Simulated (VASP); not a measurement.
# C in VASP: a series of runs

One slab, C, is run at these levels: LDA; tasks: single point.

Program: VASP 6.6.1. These are calculated values, not measurements. Logs are shortened: lines on timing, memory, paths and dates and some standing lists are left out, and cuts for length are marked.

**1. The slab as given**

The cell holds a slab with vacuum, 8 atoms: a = 2.456 Å, b = 2.456 Å, c = 25.805 Å, α = 90.00°, β = 90.00°, γ = 120.00°.

The slab is cut from a database's or a generator's crystal, which needn't be the stable form of the element.

**2. Single point, LDA**

INCAR reads:

```
PREC = Accurate
ENCUT = 400
EDIFF = 1E-7
ISMEAR = 1
SIGMA = 0.1
LREAL = F
LASPH = T
NELM = 120
ALGO = Normal
ISIF = 2
LWAVE = F
LCHARG = F
GGA = CA
NBANDS = 32
LVHAR = T
LVACPOTAV = T
IDIPOL = 3
```

KPOINTS reads:

```
regular mesh
0
Gamma
  12 12 1
```

POSCAR reads:

```
C
1.0
    2.4560959400      0.0000000000      0.0000000000
   -1.2280479700      2.1270618200      0.0000000000
    0.0000000000      0.0000000000     25.8049153298
C
8
Direct
    0.5833794600      0.1667589200      0.2906423022
    0.9166205400      0.8332410800      0.2906423022
    0.0833794600      0.1667589200      0.4313770236
    0.4166205400      0.8332410800      0.4313770236
    0.5833794600      0.1667589200      0.5686229764
    0.9166205400      0.8332410800      0.5686229764
    0.0833794600      0.1667589200      0.7093576978
    0.4166205400      0.8332410800      0.7093576978
```

Potentials or basis: VASP PAW LDA potentials, release 64 (C).

Command:

```bash
> cat potpaw_LDA.64/C/POTCAR > POTCAR
> mpirun -np 1 vasp_std > vasp.out
```

OUTCAR:

```text
PREC = Accurate
   ENCUT = 400
   EDIFF = 1E-7
   ISMEAR = 1
   LREAL = F
   LASPH = T
   NELM = 120
   ISIF = 2
   GGA = CA

 Found     43 irreducible k-points:

 Following reciprocal coordinates:
            Coordinates               Weight
  0.000000  0.000000  0.000000      1.000000
  0.083333  0.000000  0.000000      4.000000
  0.000000  0.083333  0.000000      2.000000
  0.166667  0.000000  0.000000      4.000000
  0.000000  0.166667  0.000000      2.000000
  0.250000  0.000000  0.000000      4.000000
   k-points           NKPTS =     43   k-points in BZ     NKDIM =     43   number of bands    NBANDS=     32
   number of dos      NEDOS =    301   number of ions     NIONS =      8
   total plane-waves  NPLWV =  43008
   dimension x,y,z NGX =    16 NGY =   16 NGZ =  168
   dimension x,y,z NGXF=    32 NGYF=   32 NGZF=  336
   ions per type =               8
   NGX,Y,Z   is equivalent  to a cutoff of  10.83, 10.83, 10.82 a.u.
   NGXF,Y,Z  is equivalent  to a cutoff of  21.66, 21.66, 21.65 a.u.
 SYSTEM =  unknown system
   PREC   = accura    normal or accurate (medium, high low for compatibility)
   ISTART =      0    job   : 0-new  1-cont  2-samecut
   ICHARG =      2    charge: 1-file 2-atom 10-const
   ISPIN  =      1    spin polarized calculation?
   LNONCOLLINEAR =      F non collinear calculations
   LSORBIT =      F    spin-orbit coupling
   LASPH  =      T    aspherical Exc in radial PAW
   ENCUT  =  400.0 eV  29.40 Ry    5.42 a.u.   4.01  4.01 42.08*2*pi/ulx,y,z
   NELM   =    120;   NELMIN=  2; NELMDL= -5     # of ELM steps
   EDIFF  = 0.1E-06   stopping-criterion for ELM
   LREAL  =      F    real-space projection
   EDIFFG = 0.1E-05   stopping-criterion for IOM
   NSW    =      0    number of steps for IOM
   IBRION =     -1    ionic relax: 0-MD 1-quasi-New 2-CG
   NFREE  =      0    steps in history (QN), initial steepest desc. (CG)
   ISIF   =      2    stress and relaxation
   ISYM   =      2    0-nonsym 1-usesym 2-fastsym
   POTIM  = 0.5000    time-step for ionic-motion
   TEBEG  =    0.0;   TEEND  =   0.0 temperature during run
   PSTRESS=    0.0 pullay stress
   NELECT =      32.0000    total number of electrons
   NUPDOWN=      -1.0000    fix difference up-down
   EMIN   =  10.00;   EMAX   =-10.00  energy-range for DOS
   EFERMI =   0.00;   METHOD = LEGACY
   ISMEAR =     1;   SIGMA  =   0.10  broadening in eV -4-tet -1-fermi 0-gaus
   EFERMI_NEDOS =   21; number of points for ismear=-14 and -15
   IALGO  =     38    algorithm
   IMIX   =      4    mixing-type and parameters
     AMIX     =   0.40;   BMIX     =  1.00
     AMIX_MAG =   1.60;   BMIX_MAG =  1.00
  volume/ion in A,a.u.               =      16.85       113.72
  Fermi-wavevector in a.u.,A,eV,Ry     =   1.013636  1.915495 13.979425  1.027459
  Thomas-Fermi vector in A             =   2.146817
   LORBIT       =      0    0 simple, 1 ext, 2 COOP (PROOUT), +10 PAW based schemes
   GGA     = CA    functional components
   LHFCALC =     F    Hartree Fock is set to
   AEXX    =    0.0000 exact exchange contribution
   IVDW    =     0    specifies the selected vdW correction
   LEPSILON=     F    determine dielectric tensor
   LRPA    =     F    only Hartree local field effects (RPA)
 non-spin polarized calculation
 Methfessel and Paxton  Order N= 1 SIGMA  =   0.10
  energy-cutoff  :      400.00
  volume of cell :      134.81
 maximum number of plane-waves:      2487
   NGX =  9   NGY =  9   NGZ = 85

 number of electron      32.0000004 magnetization

 Free energy of the ion-electron system (eV)
  ---------------------------------------------------
  ext. energy  EPLUGINS =         0.00000000
  ---------------------------------------------------
  free energy    TOTEN  =       -80.87744957 eV

  energy without entropy =      -80.87770973  energy(sigma->0) =      -80.87753629

 E-fermi :   0.2443     XC(G=0):  -6.0426

 val. band max:        0.2023279173   @ k =   0.3333   0.3333   0.0000
 cond. band min:       0.2861297342   @ k =   0.3333   0.3333   0.0000
 fundamental gap:      0.0838018169
 Fermi energy:         0.2442567761

 k-point     1 :       0.0000    0.0000    0.0000
  band No.  band energies     occupation
      1     -19.2159      2.00000
      2     -19.1696      2.00000
      3     -19.1219      2.00000
      4     -19.0639      2.00000
      5      -8.0402      2.00000
      6      -7.6815      2.00000
[... 20 lines left out ...]
     27       8.6219      0.00000
     28       8.6222      0.00000

 k-point     2 :       0.0833    0.0000    0.0000
  band No.  band energies     occupation
      1     -19.0508      2.00000
      2     -19.0051      2.00000
      3     -18.9580      2.00000
      4     -18.9005      2.00000
      5      -7.8380      2.00000
      6      -7.4816      2.00000
[... 20 lines left out ...]
     27       8.7062      0.00000
     28       8.9517      0.00000

 k-point     3 :       0.0000    0.0833    0.0000
  band No.  band energies     occupation
      1     -19.0508      2.00000
      2     -19.0051      2.00000
      3     -18.9580      2.00000
      4     -18.9005      2.00000
      5      -7.8377      2.00000
      6      -7.4817      2.00000
[... 20 lines left out ...]
     27       8.7066      0.00000
     28       8.9520      0.00000

 k-point     4 :       0.1667    0.0000    0.0000
  band No.  band energies     occupation
      1     -18.5574      2.00000
      2     -18.5134      2.00000
      3     -18.4680      2.00000
      4     -18.4122      2.00000
      5      -7.2368      2.00000
      6      -6.8877      2.00000
[... 20 lines left out ...]
     27       8.7080      0.00000
     28       9.5207      0.00000

 k-point     5 :       0.0000    0.1667    0.0000
  band No.  band energies     occupation
      1     -18.5576      2.00000
      2     -18.5135      2.00000
      3     -18.4680      2.00000
      4     -18.4122      2.00000
      5      -7.2376      2.00000
      6      -6.8881      2.00000
[... 20 lines left out ...]
     27       8.7146      0.00000
     28       9.4635      0.00000

 k-point     6 :       0.2500    0.0000    0.0000
  band No.  band energies     occupation
      1     -17.7414      2.00000
      2     -17.7002      2.00000
      3     -17.6574      2.00000
      4     -17.6045      2.00000
      5      -7.1282      2.00000
      6      -7.1178      2.00000
[... 20 lines left out ...]
     27       8.3962      0.00000
     28       8.4607      0.00000

 [... further k-points ...]

 [bands above 28 left out]

------------------------ aborting loop because EDIFF is reached ----------------------------------------

 dipolmoment           0.000000      0.000000     -0.000036 electrons x Angstroem

  FORCE on cell =-STRESS in cart. coord.  units (eV):
  Direction    XX          YY          ZZ          XY          YZ          ZX
  --------------------------------------------------------------------------------------
  -------------------------------------------------------------------------------------
  Total       -2.7011304     -2.7680363     -1.5374832      0.0000000      0.0000000      0.0000000
  in kB      -32.1017165    -32.8968631    -18.2722945      0.0000000      0.0000000      0.0000000
  external PRESSURE =     -27.7569580 kB  Pullay stress =       0.0000000 kB

 VOLUME and BASIS-vectors are now :
 -----------------------------------------------------------------------------
  energy-cutoff  :      400.00
  volume of cell :      134.81
      direct lattice vectors                 reciprocal lattice vectors
     2.456095940  0.000000000  0.000000000     0.407150219  0.235066041  0.000000000
    -1.228047970  2.127061820  0.000000000     0.000000000  0.470132081  0.000000000
     0.000000000  0.000000000 25.804915330     0.000000000  0.000000000  0.038752307

 POSITION                                       TOTAL-FORCE (eV/Angst)
 -----------------------------------------------------------------------------------
      1.22805      0.35471      7.50000         0.000000     -0.024614      0.023250
      1.22805      1.77236      7.50000        -0.000000      0.024614      0.023250
      0.00000      0.35471     11.13165        -0.000000     -0.027644     -0.005515
     -0.00000      1.77236     11.13165         0.000000      0.027644     -0.005515
      1.22805      0.35471     14.67327        -0.000000     -0.027644      0.005515
      1.22805      1.77236     14.67327         0.000000      0.027644      0.005515
      0.00000      0.35471     18.30492         0.000000     -0.024614     -0.023250
     -0.00000      1.77236     18.30492        -0.000000      0.024614     -0.023250
 -----------------------------------------------------------------------------------
    total drift:                                0.000000     -0.000000      0.000000

  FREE ENERGIE OF THE ION-ELECTRON SYSTEM (eV)
  ---------------------------------------------------
  free  energy   TOTEN  =       -80.8774495665 eV

  energy  without entropy=      -80.8777097320  energy(sigma->0) =      -80.87753629
```

It took 2.7 min on 1 thread of AMD EPYC 7R13 (Zen 3), shared host; peak memory 0.17 GiB.

These settings aren't checked as converged: the numbers below hold their error.

Results:

| Property | Result |
| --- | --- |
| Free energy | -80.8774 eV |
| Largest force | 0.034 eV/Å |
| Band gap on the k mesh | 0.08 eV, direct |

Caveat: the cutoff is under 1.25 times the usual one of these potentials, so pressure, stress and relaxed cells hold a basis-set (Pulay) error.

**3. Single point, LDA**

This run uses another cell than the first one, of 14.89 Å³/atom, 0.884 times its volume.

INCAR: that of step 2 with these lines changed.

```diff
@@ -12,2 +12,5 @@
 LCHARG = F
+LDIPOL = T
+IDIPOL = 3
+DIPOL = 0.5 0.5 0.500
 GGA = CA
@@ -16,2 +19 @@
 LVACPOTAV = T
-IDIPOL = 3
```

KPOINTS reads:

```
regular mesh
0
Gamma
  15 15 1
```

POSCAR reads:

```
C
1.0
    2.4560959400      0.0000000000      0.0000000000
   -1.2280479700      2.1270618200      0.0000000000
    0.0000000000      0.0000000000     22.8049153298
C
8
Direct
    0.5833794600      0.1667589200      0.2631011742
    0.9166205400      0.8332410800      0.2631011742
    0.0833794600      0.1667589200      0.4223496308
    0.4166205400      0.8332410800      0.4223496308
    0.5833794600      0.1667589200      0.5776503692
    0.9166205400      0.8332410800      0.5776503692
    0.0833794600      0.1667589200      0.7368988258
    0.4166205400      0.8332410800      0.7368988258
```

Potentials or basis: VASP PAW LDA potentials, release 64 (C).

Command:

```bash
> cat potpaw_LDA.64/C/POTCAR > POTCAR
> mpirun -np 1 vasp_std > vasp.out
```

Wall time 3.5 min (1 thread of AMD EPYC 7R13 (Zen 3), shared host); peak memory 0.18 GiB.

These settings aren't checked as converged: the numbers below hold their error.

What came out:

* Free energy: -80.8864 eV
* Largest force: 0.032 eV/Å
* Band gap on the k mesh: 0.08 eV, direct
* Ionisation potential of the upper face: 4.57 eV

Caveat: the cutoff is under 1.25 times the usual one of these potentials, so pressure, stress and relaxed cells hold a basis-set (Pulay) error.

**4. Single point, LDA**

This run uses another cell than the first one, of 21.42 Å³/atom, 1.271 times its volume.

INCAR: that of step 3 with these lines changed.

```diff
@@ -1,4 +1,4 @@
 PREC = Accurate
-ENCUT = 400
-EDIFF = 1E-7
+ENCUT = 750
+EDIFF = 1E-8
 ISMEAR = 1
```

KPOINTS reads:

```
Automatic mesh
0
Gamma
  19 19 1
```

POSCAR reads:

```
C
1.0
    2.4560959400      0.0000000000      0.0000000000
   -1.2280479700      2.1270618200      0.0000000000
    0.0000000000      0.0000000000     32.8049153298
C
8
Direct
    0.5833794600      0.1667589200      0.3353156041
    0.9166205400      0.8332410800      0.3353156041
    0.0833794600      0.1667589200      0.4460199767
    0.4166205400      0.8332410800      0.4460199767
    0.5833794600      0.1667589200      0.5539800233
    0.9166205400      0.8332410800      0.5539800233
    0.0833794600      0.1667589200      0.6646843959
    0.4166205400      0.8332410800      0.6646843959
```

Command:

```bash
> cat potpaw_LDA.64/C/POTCAR > POTCAR
> mpirun -np 1 vasp_std > vasp.out
```

It took 21 min on 1 thread of Intel Xeon Platinum 8488C (Sapphire Rapids), shared host; peak memory 0.75 GiB.

It converged, with:

```
Free energy                            : -80.8991 eV
Largest force                          : 0.027 eV/Å
Band gap on the k mesh                 : 0.43 eV, indirect (least direct gap 0.49 eV)
Ionisation potential of the upper face : 4.80 eV
```

Forces on the atoms (eV/Å):
```
C    0.000 -0.019  0.019
C    0.000  0.019  0.019
C    0.000 -0.015 -0.004
C    0.000  0.015 -0.004
C    0.000 -0.015  0.004
C    0.000  0.015  0.004
C    0.000 -0.019 -0.019
C    0.000  0.019 -0.019
```

Levels at points of the mesh, in eV from the valence-band top:
| k point | band 12 | band 13 | band 14 | band 15 | band 16 | band 17 | band 18 | band 19 | band 20 | band 21 |
| --- | --- | --- | --- | --- | --- | --- | --- | --- | --- | --- |
| (0.00, 0.00, 0.00) | -2.76 | -2.75 | -2.75 | -2.74 | -2.74 | 3.61 | 3.90 | 4.61 | 5.00 | 5.24 |
